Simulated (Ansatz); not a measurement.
## Relaxation of Be17S16

All numbers below come from Ansatz 0.2.0, DFT PBE, scalar-relativistic, plane waves, PAW. Run with 420 eV cutoff, 2×2×2 k-mesh, shifted by half a step, Gaussian smearing of 0.01 eV, no spin polarisation.

What was changed: Be interstitial, charge +0, atoms relaxed at the host's cell.

In a supercell of 33 atoms the defect feels its periodic images.

Spin polarisation was left out.

Command:

```bash
ansatz run input.yaml --threads 4 --pin off --max-ram 6144MiB --backend cpu --events-out ev --progress --plain --runs-dir out
```

Input:

```yaml
crystal:
  lattice:
    - [4.876118897, 4.876118897, 4.876118897]
    - [-4.876118897, -4.876118897, 4.876118897]
    - [4.876118897, -4.876118897, -4.876118897]
  atoms:
    - { symbol: Be, position: [0.75, 0.25, 0.0] }
    - { symbol: Be, position: [0.0, 0.0, 0.0] }
    - { symbol: Be, position: [0.75, 0.5, 0.75] }
    - { symbol: Be, position: [0.0, 0.25, 0.75] }
    - { symbol: Be, position: [0.25, 0.0, 0.75] }
    - { symbol: Be, position: [0.25, 0.75, 0.0] }
    - { symbol: Be, position: [0.5, 0.5, 0.0] }
    - { symbol: Be, position: [0.75, 0.0, 0.25] }
    - { symbol: Be, position: [0.75, 0.75, 0.5] }
    - { symbol: Be, position: [0.0, 0.5, 0.5] }
    - { symbol: Be, position: [0.25, 0.25, 0.5] }
    - { symbol: Be, position: [0.5, 0.0, 0.5] }
    - { symbol: Be, position: [0.5, 0.75, 0.75] }
    - { symbol: Be, position: [0.0, 0.75, 0.25] }
    - { symbol: Be, position: [0.25, 0.5, 0.25] }
    - { symbol: Be, position: [0.5, 0.25, 0.25] }
    - { symbol: S, position: [0.75, 0.25, 0.75] }
    - { symbol: S, position: [0.0, 0.0, 0.75] }
    - { symbol: S, position: [0.75, 0.5, 0.5] }
    - { symbol: S, position: [0.0, 0.25, 0.5] }
    - { symbol: S, position: [0.25, 0.0, 0.5] }
    - { symbol: S, position: [0.25, 0.75, 0.75] }
    - { symbol: S, position: [0.5, 0.5, 0.75] }
    - { symbol: S, position: [0.75, 0.0, 0.0] }
    - { symbol: S, position: [0.75, 0.75, 0.25] }
    - { symbol: S, position: [0.0, 0.5, 0.25] }
    - { symbol: S, position: [0.25, 0.25, 0.25] }
    - { symbol: S, position: [0.5, 0.0, 0.25] }
    - { symbol: S, position: [0.5, 0.75, 0.5] }
    - { symbol: S, position: [0.0, 0.75, 0.0] }
    - { symbol: S, position: [0.25, 0.5, 0.0] }
    - { symbol: S, position: [0.5, 0.25, 0.0] }
    - { symbol: Be, position: [0.25, 0.0, 0.0] }
  host:
    lattice:
      - [0.0, 2.4380594485, 2.4380594485]
      - [2.4380594485, 0.0, 2.4380594485]
      - [2.4380594485, 2.4380594485, 0.0]
    atoms:
      - { symbol: Be, position: [0.0, 0.0, 0.0] }
      - { symbol: S, position: [0.75, 0.75, 0.75] }
basis:
  ecutwfc: 420
  xc_grid: 2
kpoints:
  mp_grid: { grid: [2, 2, 2], shift: [0.5, 0.5, 0.5] }
hamiltonian:
  xc: pbe
scf:
  occupations: { method: gaussian, width: 0.01 }
output:
  forces: true
  stress: false
  eigenvalues: true
  charged_corrections:
    defect_position: [0.25, 0.0, 0.0]
    epsilon: [[7.282, 0.0, 0.0], [0.0, 7.282, 0.0], [0.0, 0.0, 7.282]]
relax:
  adjacent_minimum: "off"
  f_tol: 0.025
  max_steps: 45
```

F is the free energy.

Steps:

```tsv
step	F − F(1) (eV)	largest force component (eV/Å)
1	0.0000	0.348
2	-0.1090	0.190
3	-0.1431	0.017
4	-0.1431	0.017
```

Relaxed structure:

```cif
data_structure
_symmetry_space_group_name_H-M 'P 1'
_symmetry_Int_Tables_number 1
_cell_length_a 8.4457
_cell_length_b 8.4457
_cell_length_c 8.4457
_cell_angle_alpha 109.471
_cell_angle_beta 109.471
_cell_angle_gamma 109.471
_cell_volume 463.75
loop_
_atom_site_label
_atom_site_type_symbol
_atom_site_fract_x
_atom_site_fract_y
_atom_site_fract_z
_atom_site_occupancy
Be1 Be 0.75272 0.25316 0.00000 1
Be2 Be 0.99208 0.00000 0.00000 1
Be3 Be 0.74728 0.49728 0.75044 1
Be4 Be 0.99684 0.24956 0.74684 1
Be5 Be 0.25000 0.00000 0.74208 1
Be6 Be 0.25000 0.74208 0.00000 1
Be7 Be 0.50316 0.50272 0.00000 1
Be8 Be 0.75272 0.00000 0.25316 1
Be9 Be 0.74728 0.75044 0.49728 1
Be10 Be 0.00044 0.49728 0.49728 1
Be11 Be 0.25000 0.25316 0.50272 1
Be12 Be 0.50316 0.00000 0.50272 1
Be13 Be 0.49956 0.74684 0.74684 1
Be14 Be 0.99684 0.74684 0.24956 1
Be15 Be 0.25000 0.50272 0.25316 1
Be16 Be 0.50792 0.25792 0.25792 1
S1 S 0.75000 0.25000 0.75000 1
S2 S 0.99698 0.00000 0.74698 1
S3 S 0.75415 0.50415 0.50415 1
S4 S 0.00000 0.25000 0.50000 1
S5 S 0.25000 0.00000 0.49585 1
S6 S 0.25000 0.74698 0.74698 1
S7 S 0.50000 0.50000 0.75000 1
S8 S 0.74585 0.00000 0.00000 1
S9 S 0.75000 0.75000 0.25000 1
S10 S 0.00000 0.50000 0.25000 1
S11 S 0.25000 0.25302 0.25302 1
S12 S 0.50302 0.00000 0.25302 1
S13 S 0.50000 0.75000 0.50000 1
S14 S 0.99698 0.74698 0.00000 1
S15 S 0.25000 0.49585 0.00000 1
S16 S 0.50302 0.25302 0.00000 1
Be17 Be 0.25000 0.00000 0.00000 1
```

The run converged. Time: 14 s on 4 threads of Arm Neoverse V1, on a shared host, peak memory 0.77 GiB.